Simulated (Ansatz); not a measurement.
**CaSe in Ansatz: the effect of functional**

The system is CaSe.

```xyz
2
Lattice="0.0000 2.9560 2.9560 2.9560 0.0000 2.9560 2.9560 2.9560 0.0000" Properties=species:S:1:pos:R:3 pbc="T T T"
Se    2.9560    2.9560    2.9560
Ca    0.0000    0.0000    0.0000
```

Alike in all runs:

* Program: Ansatz 0.2.0
* Task: single point
* Potentials or basis: all-electron PAW datasets made for the crystal
* k mesh: 6 × 6 × 6
* Occupations: fermi-dirac, width 0.05 eV
* Spin: no spin polarisation

```tsv
functional	cutoff	gap on the mesh (eV)	pressure (GPa)
PBEsol	220 eV (chosen from the basis error)	1.93	-1.1
HSE06	250 eV (chosen from the basis error)	?	?
PBE0	250 eV (chosen from the basis error)	3.65	0.8
```

Question: What does the run with functional HSE06 give?

Answer: gap on the mesh 2.97 eV; pressure 0.8 GPa.

A k mesh can miss the band edges.
